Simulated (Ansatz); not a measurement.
Te: energy change per atom and pressure as volume scale varies

Results calculated with Ansatz 0.2.0, not measured. Plane-wave DFT, scalar-relativistic PAW made under PBE with cores redone for the functional, no dispersion; the given relaxed cell is scaled uniformly, energy at zero smearing counts from the unscaled cell, pressure at the given Fermi-Dirac smearing is positive in compression.

The cell before it is scaled or strained (space group P6/mmm, No. 191):
```
Te
1.0
      5.5866     0.0000     0.0000
     -2.7933     4.8382     0.0000
      0.0000     0.0000     3.2849
Te
3
Direct
  0.00000 0.00000 0.00000
  0.33333 0.66667 0.50000
  0.66667 0.33333 0.50000
```

Settings of every row: spin polarised no; functional revPBE; wave cutoff 420 eV; smearing width 0.1 eV; k mesh 8x8x11.

Atom starting moment: 0 on all atoms.

Limits: no spin-orbit coupling, which can matter with elements this heavy; the cell comes from a prototype or a list of computed structures and needn't be the stable phase.

| row | volume scale | V (Å³/atom) | energy change per atom (meV) | pressure (GPa) |
| --- | --- | --- | --- | --- |
| 1 | 0.88 | 26.044 | 76.05 | 8.27 |
| 2 | 0.92 | 27.228 | 29.34 | 4.77 |
| 3 | 0.96 | 28.412 | ? | ? |
| 4 | 1.04 | 30.78 | 8.61 | -1.86 |
| 5 | 1.08 | 31.964 | 28.45 | -3.2 |
| 6 | 1.12 | 33.147 | 57.11 | -4.24 |

Question: what energy change per atom and pressure should row 3 give?

Worked fit of energy change per atom. Take u = (V_r/V)^(2/3) − 1 with V_r = 30.78 Å³ an atom, which is twice the finite (Eulerian) strain; such expansions in the strain, on which the Birch-Murnaghan equation of state is built, carry the rest volume and the bulk modulus. The shown rows have u = 0.11783, 0.08518, 0, -0.02485, -0.04819. Least squares give energy change per atom = 8.199 − 561.038 × u + 9613.31 × u² meV; a straight line predicts inner rows, each left out in turn, worse (root mean square 27 against 1.1 meV). The rows lie off it by 0.49, -0.82, 0.41, 0.37, -0.45 (root mean square 0.53 meV). The withheld row has u = 0.05482, so the fit gives 8.199 − 561.038 × (0.05482) + 9613.31 × (0.05482)² = 6.33 meV.

The calculation gave 5.63 meV. The fit lies 0.70 meV (12 % of the value, 0.99 % of the column's range) above it; its largest miss of a shown row is 0.82 meV.

Worked fit of pressure. Take u = (V_r/V)^(2/3) − 1 with V_r = 30.78 Å³ an atom, which is twice the finite (Eulerian) strain; such expansions in the strain, on which the Birch-Murnaghan equation of state is built, carry the rest volume and the bulk modulus. The shown rows have u = 0.11783, 0.08518, 0, -0.02485, -0.04819. Least squares give pressure = −1.882 + 59.354 × u + 225.68 × u² GPa; a straight line predicts inner rows, each left out in turn, worse (root mean square 0.64 against 0.058 GPa). The rows lie off it by 0.02, -0.04, 0.02, 0.02, -0.02. The pressure vanishes at u = 0.0286, or V = 29.51 Å³ an atom, and there the bulk modulus at fixed shape and fractions is B = −V dP/dV = (2/3)(1 + u) dP/du = 49.6 GPa. Letting shape and atoms relax would as a rule lower it, by much in layered, chain or molecular crystals. The withheld row has u = 0.05482, so the fit gives −1.882 + 59.354 × (0.05482) + 225.68 × (0.05482)² = 2.05 GPa.

The calculation gave 2.02 GPa. The fit lies 0.03 GPa (1.5 % of the value, 0.24 % of the column's range) above it; its largest miss of a shown row is 0.04 GPa.
